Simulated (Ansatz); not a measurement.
Wanted: the native input for an Ansatz 0.2.0 run.

```yaml
Task: single point
Functional: PBE
Potentials_or_basis: Ansatz PAW
Cutoff: "420 eV (not typed: the program's choice for these potentials)"
k_mesh: 11 × 11 × 11
Occupations: fermi-dirac, width 0.05 eV
Spin: no spin polarisation
```

Cu:

```
Cu
1.0
     1.21846   -3.97638    0.00000
     1.21846    3.97638    0.00000
     0.00000    0.00000    2.47550
Cu
2
Direct
  0.86613 0.13387 0.75000
  0.13387 0.86613 0.25000
```

This isn't the form of Cu at room conditions, which is fcc.

These files were run (other wordings do the same):

input.yaml

```yaml
crystal:
  lattice:
    - [1.21846369, -3.9763780104, 0.0]
    - [1.21846369, 3.9763780104, 0.0]
    - [0.0, 0.0, 2.4754955235]
  atoms:
    - { symbol: Cu, position: [0.86613335, 0.13386665, 0.75] }
    - { symbol: Cu, position: [0.13386665, 0.86613335, 0.25] }
hamiltonian:
  xc: pbe
  pseudopotentials: { kind: paw }
kpoints:
  mp_grid: { grid: [11, 11, 11] }
scf:
  occupations: { method: fermi_dirac, width: 0.05 }
output:
  forces: true
  stress: true
  eigenvalues: true
```

Potentials or basis: Ansatz PAW.

The run is started by

```console
$ ansatz run input.yaml --threads 2 --pin off --max-ram 5632MiB --backend cpu --events-out ev --progress --plain --runs-dir out
```

Results of the run:

```yaml
Pressure: 6.6 GPa
Largest_force: 0.049 eV/Å
Band_gap_on_the_k_mesh: none (metal or under the smearing width)
```

It took 2.9 s on 2 threads of Arm Neoverse V2, on a shared host, peak memory 0.37 GiB.
